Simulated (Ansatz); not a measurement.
**Boron, fcc under BLYP: structure, energy and stiffness**

Aim: take boron in the fcc structure, relax it, solve it on a dense k-mesh, then scale the cell to 7 volumes from 88 to 112 % of the relaxed one and try a fit of the equation of state. Spin polarisation is left out. The k-meshes are 18×18×18 for the relaxation; 30×30×30 for the dense run; 21×21×21 for the volumes.

Computed with Ansatz 0.2.0 (DFT BLYP, plane waves (420 eV) with PAW, scalar-relativistic; the PAW data stem from PBE, with regenerated cores, unless a step says otherwise).

### 1 The system as given

Symmetry: Fm-3m, No. 225, cubic system. Conventional cell: a = 2.971 Å, b = 2.971 Å, c = 2.971 Å, α = 90.00°, β = 90.00°, γ = 90.00°. B (site symmetry m-3m) is surrounded by 12 B at 2.10 Å.

Structure file:

```cif
data_structure
_symmetry_space_group_name_H-M 'Fm-3m'
_symmetry_Int_Tables_number 225
_cell_length_a 2.9707
_cell_length_b 2.9707
_cell_length_c 2.9707
_cell_angle_alpha 90.000
_cell_angle_beta 90.000
_cell_angle_gamma 90.000
_cell_volume 26.22
loop_
_atom_site_label
_atom_site_type_symbol
_atom_site_symmetry_multiplicity
_atom_site_Wyckoff_symbol
_atom_site_fract_x
_atom_site_fract_y
_atom_site_fract_z
_atom_site_occupancy
B1 B 4 a 0.00000 0.00000 0.00000 1
```

### 2 Relaxing cell and atoms

File input.yaml:

```yaml
crystal:
  lattice:
    - [0.0, 1.4853449006, 1.4853449006]
    - [1.4853449006, 0.0, 1.4853449006]
    - [1.4853449006, 1.4853449006, 0.0]
  atoms:
    - { symbol: B, position: [0.0, 0.0, 0.0] }
hamiltonian:
  xc: blyp
  pseudopotentials:
    kind: paw
    azcp:
      B: "pseudopotentials/B.paw.azcp"
basis:
  ecutwfc: 420
  fft_grid_basis: typed
kpoints:
  mp_grid: { grid: [18, 18, 18], shift: [0, 0, 0] }
magnetization:
  spin_polarized: false
scf:
  occupations: { method: fermi_dirac, width: 0.1 }
relax:
  max_steps: 60
  f_tol: 0.01
  cell: {}
```

What it wrote:

```text
Warning: RAYON_NUM_THREADS=2 ignored (pool sized by the plan → 2); use --threads N
Engine: ansatz 0.2.0, x86_64-unknown-linux-gnu
Pseudopotentials: kind: paw
Pseudopotential: B, paw, valence charge 3, recommended cutoff 420 eV (normal), <dir>
Functional definition: BLYP
  parameter beta = 0.0042
  parameter a = 0.04918
  parameter b = 0.132
  parameter c = 0.2533
  parameter d = 0.349
  exchange = b88_x(beta = beta)
  correlation = lyp_c(a = a, b = b, c = c, d = d)
Crystal: 1 atoms, lattice volume = 6.554 Å³
Basis set: ecut = 420 eV, 137 PW (Γ), exchange–correlation on 30×30×30 points (8 copies of the dense FFT grid, shifted against one another)
Bands: 6, of which v1, the nominal top of the filled ones, is band 2 counted from 1 (1 counted from 0)
Symmetry: 48 space group operations
Space group: Fm-3m (ITA 225), of the structure as read, at distance tolerance 1.9e-5 Å
k-points: 195 of 5832
Non-local potential: B, projectors of the file, l = 0: 2, l = 1: 2, l = 2: 1
PAW form: soft (Blöchl's): semilocal exchange-correlation on the pseudo side does not see the compensation charge
PAW frozen core: B, regenerated for the run's functional, and the local potential with it (the file was generated under x = pbe(κ = 0.804, μ = 0.2195149727645171), c = pbe(β = 0.06672455060314922))
PAW one-centre angular grid: B, 110 points (default); XC on 64 Gauss nodes
Initial density: superposition of atomic densities (neutral atoms: chi_scale 0, normalization atom), corrected by the library's trained network
Initial wavefunctions: pseudopotential atomic-orbital guess
Functional: x = b88, c = lyp
SCF iter   1: F=—  HF=-154.584573 eV  |F-HF|=—  |Δ(HF+E_count)|=         —  Δρ=1.17e-2  dr2=5.87e-3  ethr=1.77e-3  ⟨swp⟩=4.6  Hψ=8729  notcnv=0
preconditioner: auto → none  [metal: Δε(μ)=0.072 eV  Ē_g=22.434 eV  σ=0.100 eV  W_gap=0.18  n_scr=0 (ndim 8)  ℏωp=25.1 eV  f_vac=0.000  D(μ)=0.25/eV (n_scr^D=0)]
SCF iter   2: F=—  HF=-154.583659 eV  |F-HF|=—  |Δ(HF+E_count)|=   9.14e-4  Δρ=5.43e-3  dr2=1.26e-3  ethr=1.96e-4  ⟨swp⟩=1.0  Hψ=2730  notcnv=0
SCF iter   3: F=—  HF=-154.583512 eV  |F-HF|=—  |Δ(HF+E_count)|=   1.47e-4  Δρ=2.82e-4  dr2=2.79e-6  ethr=4.18e-5  ⟨swp⟩=1.4  Hψ=1184  notcnv=0
SCF iter   4: F=—  HF=-154.583513 eV  |F-HF|=—  |Δ(HF+E_count)|=   1.05e-6  Δρ=2.63e-5  dr2=2.86e-8  ethr=9.31e-8  ⟨swp⟩=2.1  Hψ=1388  notcnv=0
iter 5 did not close the SCF: its close was put off for the readings that it lacked (scf_convergence_deferred on its scf_iter line)
SCF iter   5: F=-154.583513 eV  HF=-154.583513 eV  |F-HF|=1.40e-10  |Δ(HF+E_count)|=   5.18e-9  Δρ=2.63e-6  dr2=1.87e-10  ethr=9.54e-10  ⟨swp⟩=2.0  Hψ=1353  notcnv=0
SCF iter   6: F=-154.583513 eV  HF=-154.583513 eV  |F-HF|=5.68e-14  |Δ(HF+E_count)|=  1.65e-10  Δρ=3.42e-8  dr2=2.34e-14  ethr=6.24e-12  ⟨swp⟩=1.0  Hψ=3078  notcnv=0
SCF 1 converged in 6 iterations: F = -154.583513 eV  dr2 = 2.34e-14
relax step   1: F+E_penalty+E_count = -154.58351317 eV  Δ(F+E_penalty+E_count) = +0.000e0 eV  max|allowed force component| = 0.000e0 eV/Å  Δτ_max = 0.0000 Å  P = -15.574 GPa  Ω = 6.554 Å³  (6 SCF iters, dr2 threshold 1.00e-7 eV, accepted)
Crystal: 1 atoms, lattice volume = 6.311 Å³
Initial density: handed on by an earlier stage of this run
Initial wavefunctions: those handed on with the density
iter 1 solved again at ethr=4.80e-6 eV; its pass at ethr=3.10e-3 eV (dr2=1.44e-4 eV) is discarded
SCF iter   1: F=—  HF=-154.602490 eV  |F-HF|=—  |Δ(HF+E_count)|=         —  Δρ=2.10e-3  dr2=1.44e-4  ethr=4.80e-6  ⟨swp⟩=1.0  Hψ=10781  notcnv=0
preconditioner: auto → none  [metal: Δε(μ)=0.115 eV  Ē_g=23.055 eV  σ=0.100 eV  W_gap=0.27  n_scr=0 (ndim 8)  ℏωp=25.6 eV  f_vac=0.000  D(μ)=0.24/eV (n_scr^D=0)]
SCF iter   2: F=—  HF=-154.602469 eV  |F-HF|=—  |Δ(HF+E_count)|=   2.08e-5  Δρ=1.08e-3  dr2=3.76e-5  ethr=4.80e-6  ⟨swp⟩=1.0  Hψ=1170  notcnv=0
SCF iter   3: F=—  HF=-154.602467 eV  |F-HF|=—  |Δ(HF+E_count)|=   2.49e-6  Δρ=5.09e-5  dr2=7.59e-8  ethr=3.33e-9  ⟨swp⟩=3.0  Hψ=3770  notcnv=0
SCF iter   4: F=-154.602467 eV  HF=-154.602467 eV  |F-HF|=3.96e-11  |Δ(HF+E_count)|=   4.08e-8  Δρ=2.94e-6  dr2=2.80e-10  ethr=2.53e-9  ⟨swp⟩=2.0  Hψ=3394  notcnv=0
SCF 2 converged in 4 iterations: F = -154.602467 eV  dr2 = 2.80e-10
relax step   2: F+E_penalty+E_count = -154.60246675 eV  Δ(F+E_penalty+E_count) = -1.895e-2 eV  max|allowed force component| = 0.000e0 eV/Å  Δτ_max = 0.0000 Å  P = -8.419 GPa  Ω = 6.311 Å³  energy of the carried Pulay correction = +5.701e-4 eV  (4 SCF iters, dr2 threshold 1.00e-7 eV, accepted)
Crystal: 1 atoms, lattice volume = 6.047 Å³
Basis set: ecut = 420 eV, 113 PW (Γ), exchange–correlation on 30×30×30 points (8 copies of the dense FFT grid, shifted against one another)
iter 1 solved again at ethr=6.16e-6 eV; its pass at ethr=3.10e-3 eV (dr2=1.85e-4 eV) is discarded
SCF iter   1: F=—  HF=-154.609381 eV  |F-HF|=—  |Δ(HF+E_count)|=         —  Δρ=2.49e-3  dr2=1.85e-4  ethr=6.16e-6  ⟨swp⟩=1.0  Hψ=10772  notcnv=0
preconditioner: auto → none  [metal: Δε(μ)=0.042 eV  Ē_g=23.769 eV  σ=0.100 eV  W_gap=0.11  n_scr=0 (ndim 8)  ℏωp=26.2 eV  f_vac=0.000  D(μ)=0.22/eV (n_scr^D=0)]
SCF iter   2: F=—  HF=-154.609352 eV  |F-HF|=—  |Δ(HF+E_count)|=   2.92e-5  Δρ=1.28e-3  dr2=4.85e-5  ethr=6.16e-6  ⟨swp⟩=1.0  Hψ=1170  notcnv=0
SCF iter   3: F=—  HF=-154.609348 eV  |F-HF|=—  |Δ(HF+E_count)|=   3.48e-6  Δρ=5.73e-5  dr2=8.84e-8  ethr=3.33e-9  ⟨swp⟩=3.0  Hψ=3772  notcnv=0
SCF iter   4: F=-154.609348 eV  HF=-154.609348 eV  |F-HF|=5.26e-11  |Δ(HF+E_count)|=   4.86e-8  Δρ=3.36e-6  dr2=3.61e-10  ethr=2.95e-9  ⟨swp⟩=2.0  Hψ=3398  notcnv=0
SCF 3 converged in 4 iterations: F = -154.609348 eV  dr2 = 3.61e-10
relax step   3: F+E_penalty+E_count = -154.60934809 eV  Δ(F+E_penalty+E_count) = -6.881e-3 eV  max|allowed force component| = 0.000e0 eV/Å  Δτ_max = 0.0000 Å  P = +1.192 GPa  Ω = 6.047 Å³  energy of the carried Pulay correction = +1.214e-3 eV  (4 SCF iters, dr2 threshold 1.00e-7 eV, accepted)
Crystal: 1 atoms, lattice volume = 6.079 Å³
iter 1 solved again at ethr=9.32e-8 eV; its pass at ethr=3.10e-3 eV (dr2=2.80e-6 eV) is discarded
SCF iter   1: F=—  HF=-154.609381 eV  |F-HF|=—  |Δ(HF+E_count)|=         —  Δρ=3.06e-4  dr2=2.79e-6  ethr=9.32e-8  ⟨swp⟩=1.2  Hψ=10027  notcnv=0
preconditioner: auto → none  [metal: Δε(μ)=0.039 eV  Ē_g=23.686 eV  σ=0.100 eV  W_gap=0.10  n_scr=0 (ndim 8)  ℏωp=26.1 eV  f_vac=0.000  D(μ)=0.22/eV (n_scr^D=0)]
SCF iter   2: F=—  HF=-154.609380 eV  |F-HF|=—  |Δ(HF+E_count)|=   1.69e-6  Δρ=1.58e-4  dr2=7.37e-7  ethr=9.32e-8  ⟨swp⟩=1.0  Hψ=1170  notcnv=0
SCF iter   3: F=-154.609380 eV  HF=-154.609380 eV  |F-HF|=5.89e-10  |Δ(HF+E_count)|=   1.74e-8  Δρ=6.83e-6  dr2=1.26e-9  ethr=3.33e-9  ⟨swp⟩=2.0  Hψ=3505  notcnv=0
SCF 4 converged in 3 iterations: F = -154.609380 eV  dr2 = 1.26e-9
relax step   4: F+E_penalty+E_count = -154.60937960 eV  Δ(F+E_penalty+E_count) = -3.151e-5 eV  max|allowed force component| = 0.000e0 eV/Å  Δτ_max = 0.0000 Å  P = -0.070 GPa  Ω = 6.079 Å³  energy of the carried Pulay correction = +1.135e-3 eV  (3 SCF iters, dr2 threshold 1.00e-7 eV, accepted)
Crystal: 1 atoms, lattice volume = 6.077 Å³
iter 1 solved again at ethr=2.15e-10 eV; its pass at ethr=3.10e-3 eV (dr2=6.45e-9 eV) is discarded
SCF iter   1: F=—  HF=-154.609386 eV  |F-HF|=—  |Δ(HF+E_count)|=         —  Δρ=1.41e-5  dr2=6.49e-9  ethr=2.15e-10  ⟨swp⟩=1.4  Hψ=10099  notcnv=0
preconditioner: auto → none  [metal: Δε(μ)=0.039 eV  Ē_g=23.690 eV  σ=0.100 eV  W_gap=0.10  n_scr=0 (ndim 8)  ℏωp=26.1 eV  f_vac=0.000  D(μ)=0.22/eV (n_scr^D=0)]
SCF iter   2: F=-154.609384 eV  HF=-154.609384 eV  |F-HF|=1.38e-9  |Δ(HF+E_count)|=   1.31e-6  Δρ=6.81e-6  dr2=1.47e-9  ethr=2.15e-10  ⟨swp⟩=3.0  Hψ=2337  notcnv=0
SCF 5 converged in 2 iterations: F = -154.609384 eV  dr2 = 1.47e-9
relax step   5: F+E_penalty+E_count = -154.60938431 eV  Δ(F+E_penalty+E_count) = -4.708e-6 eV  max|allowed force component| = 0.000e0 eV/Å  Δτ_max = 0.0000 Å  P = -0.001 GPa  Ω = 6.077 Å³  energy of the carried Pulay correction = +1.140e-3 eV  (2 SCF iters, dr2 threshold 1.21e-8 eV, accepted)
Initial wavefunctions: pseudopotential atomic-orbital guess (no wavefunctions were taken with the density)
iter 1 solved again at ethr=2.94e-8 eV; its pass at ethr=3.10e-3 eV (dr2=8.82e-7 eV) is discarded
SCF iter   1: F=—  HF=-154.608602 eV  |F-HF|=—  |Δ(HF+E_count)|=         —  Δρ=2.15e-4  dr2=2.82e-7  ethr=2.94e-8  ⟨swp⟩=2.1  Hψ=11908  notcnv=0
preconditioner: auto → none  [metal: Δε(μ)=0.040 eV  Ē_g=23.691 eV  σ=0.100 eV  W_gap=0.10  n_scr=0 (ndim 8)  ℏωp=26.1 eV  f_vac=0.000  D(μ)=0.22/eV (n_scr^D=0)]
SCF iter   2: F=—  HF=-154.608603 eV  |F-HF|=—  |Δ(HF+E_count)|=   1.93e-6  Δρ=1.13e-4  dr2=7.75e-8  ethr=9.39e-9  ⟨swp⟩=2.0  Hψ=1459  notcnv=0
SCF iter   3: F=—  HF=-154.608605 eV  |F-HF|=—  |Δ(HF+E_count)|=   1.25e-6  Δρ=3.41e-6  dr2=1.81e-10  ethr=2.58e-9  ⟨swp⟩=2.0  Hψ=1464  notcnv=0
SCF iter   4: F=-154.608605 eV  HF=-154.608605 eV  |F-HF|=4.92e-12  |Δ(HF+E_count)|=  7.23e-10  Δρ=2.44e-7  dr2=5.49e-13  ethr=1.00e-12  ⟨swp⟩=5.0  Hψ=2923  notcnv=0
SCF 6 converged in 4 iterations: F = -154.608605 eV  dr2 = 5.49e-13
relax step   6: F+E_penalty+E_count = -154.60860473 eV  Δ(F+E_penalty+E_count) = +7.796e-4 eV  max|allowed force component| = 0.000e0 eV/Å  Δτ_max = 0.0000 Å  P = -0.245 GPa  Ω = 6.077 Å³  stress off target by 2.45e-1 GPa  SCF on the basis re-selected at this cell (its energy is not comparable with the rows above)  (4 SCF iters)
basis re-selected at this cell: Δ(F+E_penalty+E_count) = +7.796e-4 eV, ΔP = -0.244 GPa vs the last step (what re-selecting the basis moved, of the pressure what is left beyond the Pulay correction that the steps carried, after the strain that the cell walked since its last selection, with what the two solves' SCF thresholds leave and, on support functions, any second-order correction that the steps lacked; it is no measure of the basis error at this ecutwfc). This SCF's stress stands 2.45e-1 GPa from its target on what of the cell is left free (relax.cell.stress_tol is 5.00e-2 GPa) and its largest allowed force component is 0.00e0 eV/Å (relax.f_tol is 1.00e-2 eV/Å): not within both, so this SCF does not close the relaxation
Crystal: 1 atoms, lattice volume = 6.071 Å³
iter 1 solved again at ethr=3.62e-9 eV; its pass at ethr=3.10e-3 eV (dr2=1.09e-7 eV) is discarded
SCF iter   1: F=—  HF=-154.608623 eV  |F-HF|=—  |Δ(HF+E_count)|=         —  Δρ=6.01e-5  dr2=1.09e-7  ethr=3.62e-9  ⟨swp⟩=1.1  Hψ=10013  notcnv=0
preconditioner: auto → none  [metal: Δε(μ)=0.040 eV  Ē_g=23.707 eV  σ=0.100 eV  W_gap=0.10  n_scr=0 (ndim 8)  ℏωp=26.1 eV  f_vac=0.000  D(μ)=0.22/eV (n_scr^D=0)]
SCF iter   2: F=-154.608621 eV  HF=-154.608621 eV  |F-HF|=2.59e-9  |Δ(HF+E_count)|=   1.30e-6  Δρ=3.10e-5  dr2=2.85e-8  ethr=3.33e-9  ⟨swp⟩=2.2  Hψ=3256  notcnv=0
SCF 7 converged in 2 iterations: F = -154.608621 eV  dr2 = 2.85e-8
relax step   7: F+E_penalty+E_count = -154.60862144 eV  Δ(F+E_penalty+E_count) = -1.671e-5 eV  max|allowed force component| = 0.000e0 eV/Å  Δτ_max = 0.0000 Å  P = -0.001 GPa  Ω = 6.071 Å³  energy of the carried Pulay correction = +1.199e-5 eV  (2 SCF iters, dr2 threshold 1.00e-7 eV, accepted)
iter 1 solved again at ethr=2.98e-8 eV; its pass at ethr=3.10e-3 eV (dr2=8.95e-7 eV) is discarded
SCF iter   1: F=—  HF=-154.608611 eV  |F-HF|=—  |Δ(HF+E_count)|=         —  Δρ=3.20e-5  dr2=2.88e-8  ethr=2.98e-8  ⟨swp⟩=2.1  Hψ=11901  notcnv=0
preconditioner: auto → none  [metal: Δε(μ)=0.039 eV  Ē_g=23.707 eV  σ=0.100 eV  W_gap=0.10  n_scr=0 (ndim 8)  ℏωp=26.1 eV  f_vac=0.000  D(μ)=0.22/eV (n_scr^D=0)]
SCF iter   2: F=—  HF=-154.608610 eV  |F-HF|=—  |Δ(HF+E_count)|=   1.28e-6  Δρ=1.69e-5  dr2=8.03e-9  ethr=9.61e-10  ⟨swp⟩=1.0  Hψ=1177  notcnv=0
SCF iter   3: F=-154.608610 eV  HF=-154.608610 eV  |F-HF|=0.00e0  |Δ(HF+E_count)|=   1.22e-9  Δρ=4.56e-7  dr2=5.92e-12  ethr=1.00e-12  ⟨swp⟩=3.9  Hψ=4006  notcnv=0
SCF 8 converged in 3 iterations: F = -154.608610 eV  dr2 = 5.92e-12
relax step   8: F+E_penalty+E_count = -154.60860963 eV  Δ(F+E_penalty+E_count) = +1.182e-5 eV  max|allowed force component| = 0.000e0 eV/Å  Δτ_max = 0.0000 Å  P = -0.001 GPa  Ω = 6.071 Å³  stress off target by 1.20e-3 GPa  SCF on the basis re-selected at this cell (its energy is not comparable with the rows above)  (3 SCF iters)
basis re-selected at this cell: Δ(F+E_penalty+E_count) = +1.182e-5 eV, ΔP = -0.000 GPa vs the last step (what re-selecting the basis moved, of the pressure what is left beyond the Pulay correction that the steps carried, after the strain that the cell walked since its last selection, with what the two solves' SCF thresholds leave and, on support functions, any second-order correction that the steps lacked; it is no measure of the basis error at this ecutwfc). This SCF's stress stands 1.20e-3 GPa from its target on what of the cell is left free (relax.cell.stress_tol is 5.00e-2 GPa) and its largest allowed force component is 0.00e0 eV/Å (relax.f_tol is 1.00e-2 eV/Å): within both
SCF converged after 3 iterations
Free energy (F): -154.608610 eV
Harris-Foulkes:  -154.608610 eV  (|F-HF|=0.00e0)
Internal energy: -154.601343 eV  (E = F + TS)
E sigma→0 (E₀):  -154.604976 eV
Entropy (-TS):   -0.007267 eV (-7.267 meV/atom)
Fermi energy:    14.439523 eV
--- Per-component energies (eV) ---
  E_band       = 19.577018
  E_kinetic    = 48.492728
  E_local      = -1.987243  (includes V_loc(G=0)·N_el)
  E_nonlocal   = 11.936008
  E_hartree    = 0.338957
  E_xc         = -30.944765
  E_vxc        = -36.737617  (∫ρ·V_xc dr)
  E_paw        = -79.844153  (= ΣΔE_a)
  E_vpaw       = -2.804772  (= ΣTr[D̂ρ^β])
  E_aug_tail   = -0.000002  (compensation charges beyond the density's cutoff)
  E_ewald      = -102.593636
  E_core_change = 0.000764  (= ΣΔE_core)
  E_smearing   = -0.007267  (= −TS)
  E_closure    = 0.000000  (closes the sum)
  Σ components = -154.608610   (vs F -154.608610, Δ=0.00e0)
--- Forces (eV/Å), atoms counted from 1 ---
  atom   1  B      0.00000000    -0.00000000     0.00000000
  max |Σ_I F_I| component: 5.14e-34 eV/Å
--- Stress (GPa, compression-positive) ---
       -0.001204       0.000000       0.000000
        0.000000      -0.001204       0.000000
        0.000000       0.000000      -0.001204
  P = ⅓ Tr σ = -0.0012 GPa (-0.012 kbar)
--- Relaxed structure (6 steps of the walk, 6 accepted, 2 SCFs on fresh bases) ---
  F+E_penalty+E_count = -154.60860963 eV   max|allowed force component| = 0.000e0 eV/Å   (the final SCF, on the basis selected at the relaxed cell)
  cell:  # Å, volume = 6.0709 Å³
    - [-1.3439043736762117e-33, 1.447905345049638, 1.447905345049638]
    - [1.447905345049638, -7.83413450057697e-34, 1.447905345049638]
    - [1.447905345049638, 1.447905345049638, -9.171669659212062e-34]
  atoms:
    - { symbol: B, position: [0.0, 0.0, 0.0] }
```

Wall time 3.5 s (2 threads of Intel Xeon Platinum 8259CL at 2.50GHz (Skylake/Cascade Lake), shared host); peak memory 0.33 GiB.

The steps of the relaxation:

```csv
step,energy change (meV/atom),largest force (eV/Å),pressure (GPa),volume (Å³/atom)
1,0.00,0.0000,-15.57,6.554
2,-18.95,0.0000,-8.42,6.311
3,-25.83,0.0000,1.19,6.047
4,-25.87,0.0000,-0.07,6.079
5,-25.87,0.0000,0.00,6.077
6,-25.09,0.0000,-0.24,6.077
7,-25.11,0.0000,0.00,6.071
8,-25.10,0.0000,0.00,6.071
```

Steps that repeat a cell are solved on a basis chosen anew, so their changes of energy are no gain of the relaxation.

Changes in the cell that was computed:

|  | before | after | change |
| --- | --- | --- | --- |
| a (Å) | 2.101 | 2.048 | -2.5 % |
| b (Å) | 2.101 | 2.048 | -2.5 % |
| c (Å) | 2.101 | 2.048 | -2.5 % |
| volume (Å³/atom) | 6.554 | 6.071 | -7.4 % |
| shortest distance (Å) | 2.101 | 2.048 | -2.5 % |
| space group (spins left aside) | Fm-3m | Fm-3m | same |

### 3 Dense single point

File input.yaml:

```yaml
crystal:
  lattice:
    - [0.0, 1.447905345, 1.447905345]
    - [1.447905345, 0.0, 1.447905345]
    - [1.447905345, 1.447905345, 0.0]
  atoms:
    - { symbol: B, position: [0.0, 0.0, 0.0] }
hamiltonian:
  xc: blyp
  pseudopotentials:
    kind: paw
    azcp:
      B: "pseudopotentials/B.paw.azcp"
basis:
  ecutwfc: 420
  fft_grid_basis: typed
kpoints:
  mp_grid: { grid: [30, 30, 30], shift: [0, 0, 0] }
magnetization:
  spin_polarized: false
scf:
  occupations: { method: fermi_dirac, width: 0.1 }
```

What it wrote (excerpt; [...] marks lines left out):

```text
Warning: RAYON_NUM_THREADS=2 ignored (pool sized by the plan → 2); use --threads N
[...]
[... 3 set-up lines as earlier in the session ...]
[...]
Crystal: 1 atoms, lattice volume = 6.071 Å³
Basis set: ecut = 420 eV, 113 PW (Γ), exchange–correlation on 30×30×30 points (8 copies of the dense FFT grid, shifted against one another)
Bands: 6, of which v1, the nominal top of the filled ones, is band 2 counted from 1 (1 counted from 0)
[... 1 set-up line as earlier in the session ...]
Space group: Fm-3m (ITA 225), of the structure as read, at distance tolerance 1.8e-5 Å
k-points: 752 of 27000
[...]
SCF iter   1: F=—  HF=-154.608923 eV  |F-HF|=—  |Δ(HF+E_count)|=         —  Δρ=1.21e-2  dr2=5.53e-3  ethr=1.77e-3  ⟨swp⟩=4.6  Hψ=33773  notcnv=0
[...]
SCF iter   6: F=-154.608157 eV  HF=-154.608157 eV  |F-HF|=1.14e-13  |Δ(HF+E_count)|=  3.72e-10  Δρ=5.09e-8  dr2=5.14e-14  ethr=1.54e-11  ⟨swp⟩=1.0  Hψ=11908  notcnv=0
[...]
SCF converged after 6 iterations
Free energy (F): -154.608157 eV
[...]
E sigma→0 (E₀):  -154.604469 eV
Entropy (-TS):   -0.007378 eV (-7.378 meV/atom)
Fermi energy:    14.441959 eV
[...]
```

It took 1.6 s on 2 threads of Intel Xeon Platinum 8259CL at 2.50GHz (Skylake/Cascade Lake), shared host; peak memory 0.34 GiB.

### 4 The cell scaled to 88 % of its volume

File input.yaml:

```yaml
crystal:
  lattice:
    - [0.0, 1.3875044843, 1.3875044843]
    - [1.3875044843, 0.0, 1.3875044843]
    - [1.3875044843, 1.3875044843, 0.0]
  atoms:
    - { symbol: B, position: [0.0, 0.0, 0.0] }
hamiltonian:
  xc: blyp
  pseudopotentials:
    kind: paw
    azcp:
      B: "pseudopotentials/B.paw.azcp"
basis:
  ecutwfc: 420
  fft_grid_basis: typed
kpoints:
  mp_grid: { grid: [21, 21, 21], shift: [0, 0, 0] }
magnetization:
  spin_polarized: false
scf:
  occupations: { method: fermi_dirac, width: 0.1 }
  lower_state_search: "off"
output:
  stress: true
```

What it wrote (excerpt; [...] marks lines left out):

```text
Warning: RAYON_NUM_THREADS=2 ignored (pool sized by the plan → 2); use --threads N
[...]
[... 3 set-up lines as earlier in the session ...]
[...]
Crystal: 1 atoms, lattice volume = 5.342 Å³
Basis set: ecut = 420 eV, 113 PW (Γ), exchange–correlation on 30×30×30 points (8 copies of the dense FFT grid, shifted against one another)
Bands: 6, of which v1, the nominal top of the filled ones, is band 2 counted from 1 (1 counted from 0)
[... 1 set-up line as earlier in the session ...]
Space group: Fm-3m (ITA 225), of the structure as read, at distance tolerance 1.7e-5 Å
k-points: 286 of 9261
[...]
SCF iter   1: F=—  HF=-154.527823 eV  |F-HF|=—  |Δ(HF+E_count)|=         —  Δρ=1.41e-2  dr2=6.09e-3  ethr=1.77e-3  ⟨swp⟩=4.6  Hψ=12765  notcnv=0
[...]
SCF iter   6: F=-154.527376 eV  HF=-154.527376 eV  |F-HF|=2.84e-14  |Δ(HF+E_count)|=  3.93e-10  Δρ=5.46e-8  dr2=5.26e-14  ethr=1.25e-11  ⟨swp⟩=1.0  Hψ=4505  notcnv=0
[...]
SCF converged after 6 iterations
Free energy (F): -154.527376 eV
[...]
E sigma→0 (E₀):  -154.524079 eV
Entropy (-TS):   -0.006594 eV (-6.594 meV/atom)
Fermi energy:    16.598056 eV
[...]
--- Stress (GPa, compression-positive) ---
       39.359800      -0.000000       0.000000
       -0.000000      39.359800       0.000000
        0.000000       0.000000      39.359800
  P = ⅓ Tr σ = 39.3598 GPa (393.598 kbar)
```

Run time: 0.79 s. Hardware: 2 threads of Intel Xeon Platinum 8259CL at 2.50GHz (Skylake/Cascade Lake), shared host; peak memory 0.31 GiB.

(Part 1 of 2 ends here.)
